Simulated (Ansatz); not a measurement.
# MgS: the cost of one run

Method: DFT PBE+D3(BJ), scalar-relativistic, plane waves, PAW, in Ansatz 0.2.0.

### 1 The starting structure

Symmetry: P6_3mc, No. 186, hexagonal system. The conventional cell has a = 4.090 Å, b = 4.090 Å, c = 12.611 Å, α = 90.00°, β = 90.00°, γ = 120.00°. Mg (site symmetry 3m) is surrounded by 4 S at 2.50 Å. Around S (site symmetry 3m) lie 4 Mg at 2.50 Å.

As a file:

```
Mg S
1.0
     4.08962    0.00000    0.00000
    -2.04481    3.54171    0.00000
     0.00000    0.00000   12.61050
Mg S
4 4
Direct
  0.66667 0.33333 0.06593
  0.00000 0.00000 0.19855
  0.00000 0.00000 0.69855
  0.33333 0.66667 0.56593
  0.66667 0.33333 0.26448
  0.00000 0.00000 0.00000
  0.00000 0.00000 0.50000
  0.33333 0.66667 0.76448
```

Recipe of the guess: sheets of the CuS type stacked in turn (P6_3mc, No. 186). Lengths come from tabulated atomic sizes and are only a guess.

### 2 A first look at the guess

The input, input.yaml:

```yaml
crystal:
  lattice:
    - [4.08962021, 0.0, 0.0]
    - [-2.04481011, 3.541715, 0.0]
    - [0.0, 0.0, 12.61050205]
  atoms:
    - { symbol: Mg, position: [0.66666667, 0.33333333, 0.06592722] }
    - { symbol: Mg, position: [0.0, 0.0, 0.1985548] }
    - { symbol: Mg, position: [0.0, 0.0, 0.6985548] }
    - { symbol: Mg, position: [0.33333333, 0.66666667, 0.56592722] }
    - { symbol: S, position: [0.66666667, 0.33333333, 0.26448202] }
    - { symbol: S, position: [0.0, 0.0, 0.0] }
    - { symbol: S, position: [0.0, 0.0, 0.5] }
    - { symbol: S, position: [0.33333333, 0.66666667, 0.76448202] }
basis:
  ecutwfc: 420
kpoints:
  mp_grid: { grid: [6, 6, 2] }
hamiltonian:
  xc: pbe
  dispersion: d3bj
scf:
  occupations: { method: gaussian, width: 0.1 }
  lower_state_search: "off"
output:
  forces: true
  stress: true
  eigenvalues: true
```

On the command line:

```console
> ansatz run input.yaml --threads 1 --pin off --max-ram 2560MiB --backend cpu --events-out ev --progress --plain --runs-dir out
```

**Question.** How long does this run take on 1 thread of Intel Xeon at 2.50GHz (Skylake/Cascade Lake), shared host, and how much memory does it need?

About 14 s, with a peak of 0.4 GiB.
